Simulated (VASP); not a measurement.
# InP (F-43m) in VASP: a series of runs

Runs on InP. Level: PBE. Tasks: single point.

All numbers are computed with VASP 6.6.1; they aren't measurements. Logs are shortened: lines on timing, memory, paths and dates and some standing lists are left out, and cuts for length are marked.

### Step 1. The undisturbed crystal

The structure is cubic, space group F-43m (No. 216). The conventional cell has a = 5.861 Å, b = 5.861 Å, c = 5.861 Å, α = 90.00°, β = 90.00°, γ = 90.00°. Around In (site symmetry -43m) lie 4 P at 2.54 Å. Around P (site symmetry -43m) lie 4 In at 2.54 Å.

### Step 2. Single point, PBE (grid = ENCUT=340 dk=0.45 cell=2x2x1 ISMEAR=0 SIGMA=0.05 LREAL=Auto EDIFF=1e-06)

The input, INCAR:

```
SYSTEM = InP
PREC     = Accurate       ! precision mode
ENCUT    = 340            ! plane-wave cutoff, eV
EDIFF    = 1E-6           ! SCF threshold, eV
ISMEAR   = 0              ! smearing method
SIGMA    = 0.05           ! smearing width, eV
LREAL    = Auto         
LASPH    = .True.         ! aspherical terms in the spheres
NELM     = 120            ! most SCF steps
ALGO     = Fast           ! electronic algorithm
ISIF     = 2              ! what is computed and relaxed
LWAVE    = .False.        ! write WAVECAR
LCHARG   = .False.        ! write CHGCAR
GGA      = PE             ! functional
NBANDS   = 44             ! bands
```

The input, KPOINTS:

```
Automatic mesh
0
Gamma
  5 5 5
  0 0 0
```

The input, POSCAR:

```
InP
1.0
    0.0000000000      5.8610000000      5.8610000000
    5.8610000000      0.0000000000      5.8610000000
    2.9305000000      2.9305000000      0.0000000000
P In
4 4
Direct
    0.0000000000      0.0000000000      0.0000000000
    0.3750000000      0.3750000000      0.7500000000
    0.8750000000      0.3750000000      0.7500000000
    0.8750000000      0.8750000000      0.7500000000
    0.0000000000      0.5000000000      0.0000000000
    0.5000000000      0.0000000000      0.0000000000
    0.5000000000      0.5000000000      0.0000000000
    0.3750000000      0.8750000000      0.7500000000
```

Potentials or basis: VASP PAW PBE potentials, release 64 (P, In_d).

The run is started by

```
$ cat potpaw_PBE.64/P/POTCAR potpaw_PBE.64/In_d/POTCAR > POTCAR
$ mpirun -np 1 vasp_std > vasp.out
```

OUTCAR:

```text
SYSTEM = InP
   PREC = Accurate
   ENCUT = 340
   EDIFF = 1E-6
   ISMEAR = 0
   LREAL = Auto
   LASPH = .True.
   NELM = 120
   ISIF = 2
   GGA = PE

 Found     39 irreducible k-points:

 Following reciprocal coordinates:
            Coordinates               Weight
  0.000000  0.000000  0.000000      1.000000
  0.200000  0.000000  0.000000      2.000000
  0.000000 -0.200000  0.000000      2.000000
  0.400000  0.000000  0.000000      2.000000
  0.000000 -0.400000  0.000000      2.000000
  0.200000  0.200000  0.000000      2.000000
   k-points           NKPTS =     39   k-points in BZ     NKDIM =     39   number of bands    NBANDS=     44
   number of dos      NEDOS =    301   number of ions     NIONS =      8
   total plane-waves  NPLWV =  70000
   dimension x,y,z NGX =    50 NGY =   50 NGZ =   28
   dimension x,y,z NGXF=   100 NGYF=  100 NGZF=   56
   ions per type =               4   4
   NGX,Y,Z   is equivalent  to a cutoff of  10.03, 10.03, 11.23 a.u.
   NGXF,Y,Z  is equivalent  to a cutoff of  20.06, 20.06, 22.46 a.u.
 SYSTEM =  InP
   PREC   = accura    normal or accurate (medium, high low for compatibility)
   ISTART =      0    job   : 0-new  1-cont  2-samecut
   ICHARG =      2    charge: 1-file 2-atom 10-const
   ISPIN  =      1    spin polarized calculation?
   LNONCOLLINEAR =      F non collinear calculations
   LSORBIT =      F    spin-orbit coupling
   LASPH  =      T    aspherical Exc in radial PAW
   ENCUT  =  340.0 eV  24.99 Ry    5.00 a.u.  12.46 12.46  6.23*2*pi/ulx,y,z
   NELM   =    120;   NELMIN=  2; NELMDL= -5     # of ELM steps
   EDIFF  = 0.1E-05   stopping-criterion for ELM
   LREAL  =      T    real-space projection
   EDIFFG = 0.1E-04   stopping-criterion for IOM
   NSW    =      0    number of steps for IOM
   IBRION =     -1    ionic relax: 0-MD 1-quasi-New 2-CG
   NFREE  =      0    steps in history (QN), initial steepest desc. (CG)
   ISIF   =      2    stress and relaxation
   ISYM   =      2    0-nonsym 1-usesym 2-fastsym
   POTIM  = 0.5000    time-step for ionic-motion
   TEBEG  =    0.0;   TEEND  =   0.0 temperature during run
   PSTRESS=    0.0 pullay stress
   NELECT =      72.0000    total number of electrons
   NUPDOWN=      -1.0000    fix difference up-down
   EMIN   =  10.00;   EMAX   =-10.00  energy-range for DOS
   EFERMI =   0.00;   METHOD = LEGACY
   ISMEAR =     0;   SIGMA  =   0.05  broadening in eV -4-tet -1-fermi 0-gaus
   EFERMI_NEDOS =   21; number of points for ismear=-14 and -15
   IALGO  =     68    algorithm
   IMIX   =      4    mixing-type and parameters
     AMIX     =   0.40;   BMIX     =  1.00
     AMIX_MAG =   1.60;   BMIX_MAG =  1.00
  volume/ion in A,a.u.               =      25.17       169.83
  Fermi-wavevector in a.u.,A,eV,Ry     =   1.162021  2.195901 18.371846  1.350293
  Thomas-Fermi vector in A             =   2.298587
   LORBIT       =      0    0 simple, 1 ext, 2 COOP (PROOUT), +10 PAW based schemes
   GGA     = PE    functional components
   LHFCALC =     F    Hartree Fock is set to
   AEXX    =    0.0000 exact exchange contribution
   IVDW    =     0    specifies the selected vdW correction
   LEPSILON=     F    determine dielectric tensor
   LRPA    =     F    only Hartree local field effects (RPA)
 non-spin polarized calculation
 RMM-DIIS sequential band-by-band and
 Gauss-broadening in eV      SIGMA  =   0.05
  energy-cutoff  :      340.00
  volume of cell :      201.33
 maximum number of plane-waves:      2885
 NGX is ok and might be reduce to    50
   NGX = 25   NGY = 25   NGZ = 13

 number of electron      71.9999976 magnetization

 Free energy of the ion-electron system (eV)
  ---------------------------------------------------
  ext. energy  EPLUGINS =         0.00000000
  ---------------------------------------------------
  free energy    TOTEN  =       -29.94408786 eV

  energy without entropy =      -29.94108406  energy(sigma->0) =      -29.94258596

 E-fermi :   5.7272     XC(G=0):  -9.3354

 val. band max:        5.7105506225   @ k =   0.2000   0.0000   0.4000
 cond. band min:       5.7414109373   @ k =   0.2000   0.2000   0.0000
 fundamental gap:      0.0308603148
 Fermi energy:         5.7271938630

 k-point     1 :       0.0000    0.0000    0.0000
  band No.  band energies     occupation
      1      -9.5049      2.00000
      2      -9.3930      2.00000
      3      -9.2771      2.00000
      4      -9.2188      2.00000
      5      -9.1926      2.00000
      6      -9.1418      2.00000
[... 36 lines left out ...]
     43       8.5212      0.00000
     44       9.5821      0.00000

 k-point     2 :       0.2000    0.0000    0.0000
  band No.  band energies     occupation
      1      -9.5048      2.00000
      2      -9.3928      2.00000
      3      -9.2728      2.00000
      4      -9.2222      2.00000
      5      -9.1902      2.00000
      6      -9.1411      2.00000
[... 36 lines left out ...]
     43       8.8172      0.00000
     44       9.5896      0.00000

 k-point     3 :       0.0000   -0.2000    0.0000
  band No.  band energies     occupation
      1      -9.5057      2.00000
      2      -9.3952      2.00000
      3      -9.2766      2.00000
      4      -9.2149      2.00000
      5      -9.1923      2.00000
      6      -9.1418      2.00000
[... 36 lines left out ...]
     43       8.6735      0.00000
     44       9.7338      0.00000

 k-point     4 :       0.4000    0.0000    0.0000
  band No.  band energies     occupation
      1      -9.5046      2.00000
      2      -9.3922      2.00000
      3      -9.2643      2.00000
      4      -9.2291      2.00000
      5      -9.1865      2.00000
      6      -9.1400      2.00000
[... 36 lines left out ...]
     43       9.3641      0.00000
     44       9.8396      0.00000

 k-point     5 :       0.0000   -0.4000    0.0000
  band No.  band energies     occupation
      1      -9.5070      2.00000
      2      -9.3983      2.00000
      3      -9.2765      2.00000
      4      -9.2079      2.00000
      5      -9.1916      2.00000
      6      -9.1417      2.00000
[... 36 lines left out ...]
     43       9.3303      0.00000
     44       9.7670      0.00000

 k-point     6 :       0.2000    0.2000    0.0000
  band No.  band energies     occupation
      1      -9.5056      2.00000
      2      -9.3957      2.00000
      3      -9.2740      2.00000
      4      -9.2152      2.00000
      5      -9.1924      2.00000
      6      -9.1410      2.00000
[... 36 lines left out ...]
     43       8.8374      0.00000
     44       9.6118      0.00000

 [... further k-points ...]

------------------------ aborting loop because EDIFF is reached ----------------------------------------

  FORCE on cell =-STRESS in cart. coord.  units (eV):
  Direction    XX          YY          ZZ          XY          YZ          ZX
  --------------------------------------------------------------------------------------
  -------------------------------------------------------------------------------------
  Total        6.6185770      6.6185770      6.8737888      0.3228025     -0.8310827      0.8310826
  in kB       52.6696028     52.6696028     54.7005388      2.5688121     -6.6136261      6.6136258
  external PRESSURE =      53.3465815 kB  Pullay stress =       0.0000000 kB

 VOLUME and BASIS-vectors are now :
 -----------------------------------------------------------------------------
  energy-cutoff  :      340.00
  volume of cell :      201.33
      direct lattice vectors                 reciprocal lattice vectors
     0.000000000  5.861000000  5.861000000    -0.085309674  0.085309674  0.085309674
     5.861000000  0.000000000  5.861000000     0.085309674 -0.085309674  0.085309674
     2.930500000  2.930500000  0.000000000     0.170619348  0.170619348 -0.170619348

 POSITION                                       TOTAL-FORCE (eV/Angst)
 -----------------------------------------------------------------------------------
      0.00000      0.00000      0.00000         0.544858     -0.544858     -0.747452
      4.39575      4.39575      4.39575        -0.108255      0.108255     -0.005030
      4.39575      7.32625      7.32625        -0.655239      0.655239     -0.997560
      7.32625      7.32625     10.25675         0.252773     -0.252773      1.713862
      2.93050      0.00000      2.93050        -0.397176      0.397176      0.202381
      0.00000      2.93050      2.93050         0.255909     -0.255909      2.106762
      2.93050      2.93050      5.86100        -0.809977      0.809977     -1.248863
      7.32625      4.39575      7.32625         0.917108     -0.917108     -1.024100
 -----------------------------------------------------------------------------------
    total drift:                               -0.000207      0.000208      0.014348

  FREE ENERGIE OF THE ION-ELECTRON SYSTEM (eV)
  ---------------------------------------------------
  free  energy   TOTEN  =       -29.9440878569 eV

  energy  without entropy=      -29.9410840600  energy(sigma->0) =      -29.94258596
```

stdout:

```text
POSCAR found type information on POSCAR P In
 POSCAR found :  2 types and       8 ions
 scaLAPACK will be used
 -----------------------------------------------------------------------------
|                                                                             |
|                                                                             |
|     You have a (more or less) 'small supercell' and for smaller cells       |
|     it is recommended to use the reciprocal-space projection scheme!        |
|     The real-space optimization is not efficient for small cells and it     |
|     is also less accurate ...                                               |
|     Therefore, set LREAL=.FALSE. in the INCAR file.                         |
|                                                                             |
 -----------------------------------------------------------------------------

 LDA part: xc-table for (Slater+PW92), standard interpolation
 POSCAR, INCAR and KPOINTS ok, starting setup
 FFT: planning ... GRIDC
 FFT: planning ... GRID_SOFT
 FFT: planning ... GRID
 WAVECAR not read
 entering main loop
```

Run time: 5.1 min. Hardware: 1 thread of AMD EPYC 9R14 (Zen 4), shared host; peak memory 0.27 GiB.

The run converged, but some of its settings lie outside the range that counts as converged, so its numbers aren't taken as properties of the crystal.

What came out:

| Quantity | Value |
| --- | --- |
| Free energy | -29.9441 eV |
| Pressure | 5.3 GPa |
| Largest force | 2.138 eV/Å |
| Band gap on the k mesh | none (metal or under the smearing width) |

Caveat: the k mesh is coarse (spacing up to 0.37 Å⁻¹), so the values aren't converged.

### Step 3. Single point, PBE (grid = ENCUT=400 dk=0.45 cell=2x2x1 ISMEAR=0 SIGMA=0.05 LREAL=Auto EDIFF=1e-06)

INCAR, as its differences from that of step 2:

```diff
@@ -2,3 +2,3 @@
 PREC     = Accurate       ! precision mode
-ENCUT    = 340            ! plane-wave cutoff, eV
+ENCUT    = 400            ! plane-wave cutoff, eV
 EDIFF    = 1E-6           ! SCF threshold, eV
```

KPOINTS is that of step 2.

POSCAR is that of step 2.

Potentials or basis: VASP PAW PBE potentials, release 64 (P, In_d).

The run is started by

```
$ cat potpaw_PBE.64/P/POTCAR potpaw_PBE.64/In_d/POTCAR > POTCAR
$ mpirun -np 1 vasp_std > vasp.out
```

Wall time 5.7 min (1 thread of AMD EPYC 9R14 (Zen 4), shared host); peak memory 0.31 GiB.

The run converged, but some of its settings lie outside the range that counts as converged, so its numbers aren't taken as properties of the crystal.

What came out:

- Free energy: -29.9509 eV
- Pressure: 5.6 GPa
- Largest force: 2.139 eV/Å
- Band gap on the k mesh: none (metal or under the smearing width)

Caveat: the k mesh is coarse (spacing up to 0.37 Å⁻¹), so the values aren't converged.

### Step 4. Single point, PBE (grid = ENCUT=460 dk=0.45 cell=2x2x1 ISMEAR=0 SIGMA=0.05 LREAL=Auto EDIFF=1e-06)

INCAR, as its differences from that of step 3:

```diff
@@ -2,3 +2,3 @@
 PREC     = Accurate       ! precision mode
-ENCUT    = 400            ! plane-wave cutoff, eV
+ENCUT    = 460            ! plane-wave cutoff, eV
 EDIFF    = 1E-6           ! SCF threshold, eV
```

KPOINTS is that of step 3.

POSCAR is that of step 3.

The run is started by

```
$ cat potpaw_PBE.64/P/POTCAR potpaw_PBE.64/In_d/POTCAR > POTCAR
$ mpirun -np 1 vasp_std > vasp.out
```

Wall time 6.4 min (1 thread of AMD EPYC 9R14 (Zen 4), shared host); peak memory 0.38 GiB.

The run converged, but some of its settings lie outside the range that counts as converged, so its numbers aren't taken as properties of the crystal.

Results:

```yaml
Free_energy: -29.9506 eV
Pressure: 5.7 GPa
Largest_force: 2.140 eV/Å
Band_gap_on_the_k_mesh: none (metal or under the smearing width)
```

Caveat: the k mesh is coarse (spacing up to 0.37 Å⁻¹), so the values aren't converged.

### Step 5. Single point, PBE (grid = ENCUT=520 dk=0.45 cell=2x2x1 ISMEAR=0 SIGMA=0.05 LREAL=Auto EDIFF=1e-06)

INCAR, as its differences from that of step 4:

```diff
@@ -2,3 +2,3 @@
 PREC     = Accurate       ! precision mode
-ENCUT    = 460            ! plane-wave cutoff, eV
+ENCUT    = 520            ! plane-wave cutoff, eV
 EDIFF    = 1E-6           ! SCF threshold, eV
```

KPOINTS is that of step 4.

POSCAR is that of step 4.

The run is started by

```
$ cat potpaw_PBE.64/P/POTCAR potpaw_PBE.64/In_d/POTCAR > POTCAR
$ mpirun -np 1 vasp_std > vasp.out
```

Run time: 11 min. Hardware: 1 thread of AMD EPYC 9R14 (Zen 4), shared host; peak memory 0.42 GiB.

The run converged, but some of its settings lie outside the range that counts as converged, so its numbers aren't taken as properties of the crystal.

What came out:

```yaml
Free_energy: -29.9568 eV
Pressure: 5.6 GPa
Largest_force: 2.141 eV/Å
Band_gap_on_the_k_mesh: none (metal or under the smearing width)
```

Caveat: the k mesh is coarse (spacing up to 0.37 Å⁻¹), so the values aren't converged.

### Step 6. For comparison

An earlier run on the cell as given: functional PBEsol; potentials or basis VASP PAW PBE potentials, release 64 (In_d, P); cutoff 520 eV; k mesh 8 × 8 × 8; occupations fermi-dirac, width 0.05 eV; no spin polarisation.

* Pressure: 0.6 GPa
* Band gap on the k mesh: 0.61 eV, direct
